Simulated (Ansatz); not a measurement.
Runs of Ansatz 0.2.0 on AlNi3. It takes space group Pm-3m (No. 221, cubic). Conventional cell: a = 3.523 Å, b = 3.523 Å, c = 3.523 Å, α = 90.00°, β = 90.00°, γ = 90.00°. Ni (site symmetry 4/mmm) has 8 Ni at 2.49 Å and 4 Al at 2.49 Å as nearest neighbours. Al (site symmetry m-3m) has 12 Ni at 2.49 Å as nearest neighbours. The cell is a database's computed one.

```csv
task,spin,cell,k mesh,cutoff (eV),gap on the mesh (eV),pressure (GPa),moment (μB)
single point,"collinear, random start",as given,6 × 6 × 6,286,none,-0.7,0.67
single point,off,as given,6 × 6 × 6,286,none,-0.8,-
relaxation of cell and atoms,"collinear, ferromagnetic start",relaxed to 30 GPa,8 × 8 × 8,-,-,30.0,(a)
relaxation of cell and atoms,"collinear, ferromagnetic start",relaxed to 20 GPa,8 × 8 × 8,-,-,20.0,0.55
single point,"collinear, antiferromagnetic start",as given,6 × 6 × 6,286,none,-0.7,0.67
```

Alike in all rows: level PBEsol; potentials or basis all-electron LAPW, scalar-relativistic; smearing fermi-dirac 0.05 eV; basis error allowed 0.002 eV/atom.

Question: Fill in the values left out.

Answer: (a) 0.49.

Caveats: the k mesh is thin for a metal, which can move the energy by tens of meV per atom (some runs); the starting moments weren't kept (some runs).

A gap of «none» marks a metal or a gap under the smearing width.
